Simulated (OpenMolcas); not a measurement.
# C4H10O (1-butanol): SCAN/def2-SVPD (RICD fitting)

Aim: the vertical ionisation energy of C4H10O (1-butanol) at SCAN/def2-SVPD (RICD fitting), from 2 runs. 

Program for the calculation: OpenMolcas 26.06.

### 1 The molecule

The species is C4H10O (15 atoms), meant as a singlet with charge 0. As SMILES, `CCCCO`. The shape is that of a GFN2-xTB optimisation. This is one conformer, not always the lowest.

Bond lengths: C1–C2 1.524 Å, C2–C3 1.526 Å, C3–C4 1.529 Å, C4–O5 1.408 Å, C1–H6 1.088 Å, C1–H7 1.087 Å, C1–H8 1.088 Å, C2–H9 1.092 Å, C2–H10 1.092 Å, C3–H11 1.095 Å, C3–H12 1.092 Å, C4–H13 1.092 Å, C4–H14 1.101 Å, O5–H15 0.964 Å. Some angles: C1–C2–C3 111.8°, C2–C3–C4 111.8°, C3–C4–O5 112.9°, C1–C2–H9 109.4°, C1–C2–H10 109.5°, C3–C2–H9 109.2°, C3–C2–H10 109.2°, C2–C1–H6 110.6°, C2–C1–H7 110.5°, C2–C1–H8 110.5°.

### 2 Energy and gradient at SCAN/def2-SVPD (RICD fitting)

geom.xyz reads:

```xyz
15

C     -2.137420     0.195270     0.120310
C     -0.805320    -0.044830    -0.579640
C      0.373720     0.112400     0.377080
C      1.710810    -0.128150    -0.323780
O      2.817210     0.052020     0.529030
H     -2.274970    -0.512370     0.934880
H     -2.962030     0.078850    -0.578580
H     -2.176410     1.201570     0.531220
H     -0.793600    -1.051850    -1.003050
H     -0.694490     0.661820    -1.404600
H      0.269290    -0.597760     1.203360
H      0.374740     1.118720     0.800830
H      1.848880     0.594230    -1.131500
H      1.723520    -1.139020    -0.759040
H      2.726060    -0.540900     1.283490
```

job.inp reads:

```
* C4H10O Kohn-Sham DFT

&GATEWAY
  BasLib
  $CurrDir
  Coord
  geom.xyz
  Basis
  def2-SVPD
  Group
  NoSym
  RICD

&SEWARD
  GridInput
  Grid=Fine
  End of Grid

&SCF
  KSDFT
  2
  1.0 MGGA_X_SCAN
  1.0 MGGA_C_SCAN
  PrOrbitals
  1 1

&ALASKA
```

The basis set def2-SVPD is read from a file made from the Basis Set Exchange's data (not shown).

On the command line:

```sh
$ export MOLCAS_MEM=1860
$ pymolcas job.inp > job.log
```

The log of the run, cut to the lines that bear on the results:

```text
--- Start Module: gateway ---
[...]
--- Stop Module: gateway /rc=_RC_ALL_IS_WELL_ ---
[...]
      Basis functions          183
[...]
--- Start Module: scf ---
[...]
       Convergence after  13 Iterations
[...]
::    Total KS-DFT energy                            -233.4042261011
[...]
      Total spin, S                                     0.0000000000
[...]
      Total electronic charge=   42.000000
      Total            charge=   -0.000000
[...]
      Dipole Moment (debye):
      Origin of the operator (angstrom)=    0.4426    0.0305    0.0468
                   X= -1.4809E+00               Y= -9.6208E-01               Z=  2.2619E-01           Total=  1.7804E+00
      Quadrupole Moment (debye*angstrom):
[...]
--- Stop Module: scf /rc=_RC_ALL_IS_WELL_ ---
[...]
--- Start Module: alaska ---
[...]
 *              Molecular gradients               *
 **************************************************
  Irreducible representation: a
 ------------------------------------------------------------------------------------------
                              X                       Y                       Z
 ------------------------------------------------------------------------------------------
  C1               -7.41696395317071E-03    1.64674437540824E-03    7.23282730756636E-03
  C2                1.13679604967853E-03   -1.59648600322115E-03   -1.31689432811948E-02
  C3               -4.57537639964900E-03    1.98612707311796E-03    1.46618860969783E-02
  C4                6.13613822142112E-03    2.96566715846214E-04   -7.28076089052765E-03
  O5               -4.59040058030880E-03   -1.15404494140003E-03   -4.77768831757008E-03
  H6                1.72019847575577E-03    4.89966006877385E-03   -6.27924510200595E-03
  H7                7.31206671715157E-03    4.47445047621731E-04    3.82595707457689E-03
  H8                1.12287103809017E-03   -7.46167099327089E-03   -3.77978624274333E-03
[...]
--- Stop Module: alaska /rc=_RC_ALL_IS_WELL_ ---
[...]
```

Wall time 74 s (1 thread of Arm Neoverse V1, shared host); peak memory 0.25 GiB.

### 3 The doublet cation, same level

geom.xyz is that of step 2.

job.inp reads:

```
* C4H10O Kohn-Sham DFT

&gateway
 baslib=$CurrDir
 coord=geom.xyz
 basis=def2-SVPD
 group=NoSym
 ricd

&seward
 gridinput
 Grid=Fine
 End of Grid

&scf
 uhf
 charge=1
 spin=2
 ksdft=2
 1.0 MGGA_X_SCAN
 1.0 MGGA_C_SCAN
 prorbitals=1 1

&alaska
```

The basis set def2-SVPD is read from a file made from the Basis Set Exchange's data (not shown).

On the command line:

```sh
$ export MOLCAS_MEM=1860
$ pymolcas job.inp > job.log
```

The log of the run, cut to the lines that bear on the results:

```text
--- Start Module: gateway ---
[...]
--- Stop Module: gateway /rc=_RC_ALL_IS_WELL_ ---
[...]
      Basis functions          183
[...]
--- Start Module: scf ---
[...]
       Convergence after  26 Iterations
[...]
::    Total KS-DFT energy                            -233.0427130430
[...]
      Total spin, S                                     0.5021639275
[...]
      Total electronic charge=   41.000000
      Total            charge=    1.000000
[...]
      Dipole Moment (debye):
      Origin of the operator (angstrom)=    0.4426    0.0305    0.0468
                   X=  1.0815E+00               Y= -1.3431E+00               Z=  6.0743E-01           Total=  1.8283E+00
      Center of Charge (angstrom)
[...]
--- Stop Module: scf /rc=_RC_ALL_IS_WELL_ ---
[...]
--- Start Module: alaska ---
[...]
 *              Molecular gradients               *
 **************************************************
  Irreducible representation: a
 ------------------------------------------------------------------------------------------
                              X                       Y                       Z
 ------------------------------------------------------------------------------------------
  C1               -2.97066597994586E-02   -1.96514505898393E-03   -1.62361501448711E-02
  C2               -6.12963812845435E-03    4.32176407746082E-03    6.60312879336500E-03
  C3                2.11644674218113E-02    6.99810216089861E-03   -1.24651791642232E-02
  C4               -9.77114359752829E-03   -1.85902128785560E-02    1.76496282964802E-02
  O5               -3.64690468871487E-02   -9.86514413197748E-02    8.52920367686720E-02
  H6                1.19665013652357E-02    5.10653127379679E-02   -5.81936787710711E-02
  H7                5.94898283286494E-02    7.98654284492717E-03    6.10641948712090E-02
  H8                8.55678382686076E-03   -7.36919605775936E-02   -2.95346706779100E-02
[...]
--- Stop Module: alaska /rc=_RC_ALL_IS_WELL_ ---
[...]
```

Run time: 4.1 min. Hardware: 1 thread of Arm Neoverse V1, shared host; peak memory 0.26 GiB.

### 4 Summary of results

At SCAN/def2-SVPD (RICD fitting):

```
                                          quantity          value
                      singlet C4H10O: total energy  -233.40423 Eh
                     singlet C4H10O: dipole moment         1.78 D
                       singlet C4H10O: HOMO energy       -6.50 eV
                       singlet C4H10O: LUMO energy        0.62 eV
                     singlet C4H10O: HOMO–LUMO gap        7.13 eV
          singlet C4H10O: largest force on an atom     0.796 eV/Å
                      doublet cation: total energy  -233.04271 Eh
doublet cation: HOMO energy (highest over α and β)      -13.28 eV
 doublet cation: LUMO energy (lowest over α and β)      -12.85 eV
                              doublet cation: ⟨S²⟩          0.754
vertical ionisation energy (to the doublet cation)       9.837 eV
```

What this shows: This program's gradients are faulty for this kind of reference, so any forces in the log (doublet cation) can't be trusted; the energy can. The vertical ionisation energy comes to 9.84 eV (227 kcal/mol). The largest force (singlet C4H10O) is 0.80 eV/Å: the shape isn't a stationary point for this species at this level. −ε(HOMO) before ionisation, 6.50 eV, is 3.33 eV below this ionisation energy. Mulliken charges (doublet cation) run from -0.34 on C2 to +0.68 on C4; in a basis this large or diffuse they mean little.
